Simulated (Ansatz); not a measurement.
## Which element?

Cell vectors (Å):

```
0.0000 2.2250 2.2250
2.2250 0.0000 2.2250
2.2250 2.2250 0.0000
```

```
atom       a       b       c
  Nb  0.0000  0.0000  0.0000
   X  0.5000  0.5000  0.5000
```

All numbers below come from PBEsol, all-electron LAPW in Ansatz 0.2.0, scalar-relativistic. k mesh 16×16×16, Fermi-Dirac smearing of 0.050 eV.

Harmonic phonons of a crystal by Kohn-Sham DFT at the given cell, standard atomic masses, acoustic sum rule imposed; negative wavenumbers are unstable modes.

```tsv
point	q a (r.l.u.)	q b (r.l.u.)	q c (r.l.u.)	branch	phonon wavenumber (cm⁻¹)
Gamma	0	0	0	4	543.8
L	0.5	0	0	1	113
L	0.5	0	0	3	156
L	0.5	0	0	4	596.5
L	0.5	0	0	6	656.8
X	0.5	0.5	0	1	208
X	0.5	0.5	0	3	241.9
X	0.5	0.5	0	4	561.3
X	0.5	0.5	0	6	595.6
```

Question: All X atoms are one element. Which one was computed?

Answer: C; the crystal is NbC (Fm-3m).

Keep in mind: responses of metals move with mesh and smearing.
